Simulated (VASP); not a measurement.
Set up this calculation in VASP 6.6.1, as the native input.

```
Task                   : relaxation of the atoms
Functional             : PBEsol
Potentials or basis    : VASP PAW PBE potentials, release 64 (Cd, S)
Cutoff                 : 520 eV
k mesh                 : 7 × 4 × 1
Occupations            : gaussian, width 0.03 eV
Spin                   : no spin polarisation
Dipole correction      : yes
Further INCAR settings : ALGO = Normal; EDIFF = 1e-06; IBRION = 2; EDIFFG = -0.02; NSW = 80
```

The structure of CdS lies in POSCAR:

```
CdS
1.0
    4.1314641900      0.0000000000      0.0000000000
    0.0000000000      6.7246190000      0.0000000000
    0.0000000000      0.0000000000     19.7706061600
Cd S
4 4
Direct
    0.9999994400      0.0006810000      0.3793510400
    0.5000004200      0.5006810000      0.4396756100
    0.4999993900      0.0006810000      0.5603243900
    0.0000003800      0.5006810000      0.6206489600
    0.9999994400      0.6243190000      0.3793510400
    0.5000004200      0.1243190000      0.4396756100
    0.4999993900      0.6243190000      0.5603243900
    0.0000003800      0.1243190000      0.6206489600
```

These files were run (other wordings do the same):

INCAR

```
  ALGO = Normal
  DIPOL = 0.5 0.5 0.500
  EDIFF = 1E-6
  EDIFFG = -0.02
  ENCUT = 520
  GGA = PS
  IBRION = 2
  IDIPOL = 3
  ISIF = 2
  ISMEAR = 0
  KPAR = 2
  LASPH = True
  LCHARG = False
  LDIPOL = True
  LREAL = False
  LWAVE = False
  NELM = 80
  NSW = 80
  PREC = Accurate
  SIGMA = 0.03
```

KPOINTS

```
k-points
0
Gamma
  7 4 1
```

Potentials or basis: VASP PAW PBE potentials, release 64 (Cd, S).

Launch:

```bash
$ cat potpaw_PBE.64/Cd/POTCAR potpaw_PBE.64/S/POTCAR > POTCAR
$ mpirun -np 2 vasp_std > vasp.out
```

It gave:

The energy gained by relaxing is 112.6 meV/atom and the ionic steps are 25. The largest force after relaxing is 0.016 eV/Å. The band gap on the k mesh is 1.60 eV, direct.

Caveat: the PAW data sets were made with another functional, which shifts forces and pressure a little.

Wall time 26 min on 2 MPI ranks on Intel(R) Xeon(R) 6975P-C (Granite Rapids), with other jobs on the host, peak memory 0.71 GiB a rank.
